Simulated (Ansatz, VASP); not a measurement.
CdTe in VASP and in Ansatz

The input INCAR:

```
PREC = Accurate ; ENCUT = 520
EDIFF = 1E-7 ; ISMEAR = -1
SIGMA = 0.08 ; LREAL = F
LASPH = T ; NELM = 100
ALGO = Normal ; ISIF = 2
LWAVE = F ; LCHARG = F
GGA = PE ; NBANDS = 16
```

The input KPOINTS:

```
Automatic mesh
0
Gamma
  11 11 11
```

The input POSCAR:

```
CdTe
1.0
    0.0000000000      2.9648444594      2.9648444594
    2.9648444594      0.0000000000      2.9648444594
    2.9648444594      2.9648444594      0.0000000000
Cd Te
1 1
Direct
    0.0000000000      0.0000000000      0.0000000000
    0.2500000000      0.2500000000      0.2500000000
```

Input for Ansatz:

```yaml
crystal:
  lattice:
    - [0.0, 2.9648444594, 2.9648444594]
    - [2.9648444594, 0.0, 2.9648444594]
    - [2.9648444594, 2.9648444594, 0.0]
  atoms:
    - { symbol: Cd, position: [0.0, 0.0, 0.0] }
    - { symbol: Te, position: [0.25, 0.25, 0.25] }
kpoints:
  mp_grid: { grid: [11, 11, 11] }
scf:
  occupations: { method: fermi_dirac, width: 0.08 }
hamiltonian:
  xc: pbe
  pseudopotentials: { kind: all_electron, lapw: { basis_error: 0.001 } }
output:
  forces: true
  stress: true
  eigenvalues: true
  populations: true
```

Change from the starting cell: volume scaled by 0.72, LAPW.

Alike in both runs: task single point; functional PBE; k mesh 11 × 11 × 11; occupations fermi-dirac, width 0.08 eV; no spin polarisation.

|  | VASP | Ansatz |
| --- | --- | --- |
| version | VASP 6.6.1 | Ansatz 0.2.0 |
| potentials or method | VASP PAW PBE potentials, release 64 (Cd, Te) | all-electron LAPW, scalar-relativistic |
| plane-wave cutoff (eV) | 520 | see its input |

|  | VASP | Ansatz | Ansatz less VASP |
| --- | --- | --- | --- |
| pressure (GPa) | 25.8 | 25.4 | -0.35 |

Ansatz ran all-electron here, so the differences hold the error of VASP's frozen core and of both bases.

Caveats: so large a pressure means that the cell lies far from this level's equilibrium, or that cutoff or potentials fall short (VASP); spin-orbit coupling is left out, which moves the levels of the heavy elements; an odd mesh through Γ misses points on the zone boundary, where band edges often lie.
